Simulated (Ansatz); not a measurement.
LiI:
```xyz
2
Lattice="0.0000 3.0094 3.0094 3.0094 0.0000 3.0094 3.0094 3.0094 0.0000" Properties=species:S:1:pos:R:3 pbc="T T T"
Li     0.0000     0.0000     0.0000
I      3.0094     3.0094     3.0094
```

Relaxed with r²SCAN. Special points in fractions of this cell's reciprocal vectors: Γ (0.000, 0.000, 0.000); X (0.500, 0.000, 0.500); U (0.625, 0.250, 0.625); K (0.375, 0.375, 0.750); L (0.500, 0.500, 0.500); W (0.500, 0.250, 0.750).

### Question
List the band energies nearest the valence-band maximum at these points for r²SCAN with spin–orbit coupling (plane waves, PAW; program Ansatz).

### Answer
In eV from the valence-band maximum; about four levels below and three above (degenerate sets whole), none deeper than 8.9 eV; points with the same levels are listed once.

| k | below | above |
|---|---|---|
| Γ | 0.00 0.00 0.00 0.00 | 4.79 4.79 8.57 8.57 8.57 8.57 |
| X | -1.79 -1.79 -1.28 -1.28 | 4.66 4.66 5.65 5.65 |
| U | -2.26 -2.26 -1.20 -1.20 | 5.18 5.18 7.36 7.36 |
| L | -0.96 -0.96 -0.30 -0.30 | 4.96 4.96 6.55 6.55 |
| W | -2.32 -2.32 -1.53 -1.53 | 6.40 6.40 7.24 7.24 |

Space group Fm-3m (rock salt). Symmetry was held in the r²SCAN relaxation; phonons on a q-mesh show no instability.

Potentials: the later of the program's two PAW sets.
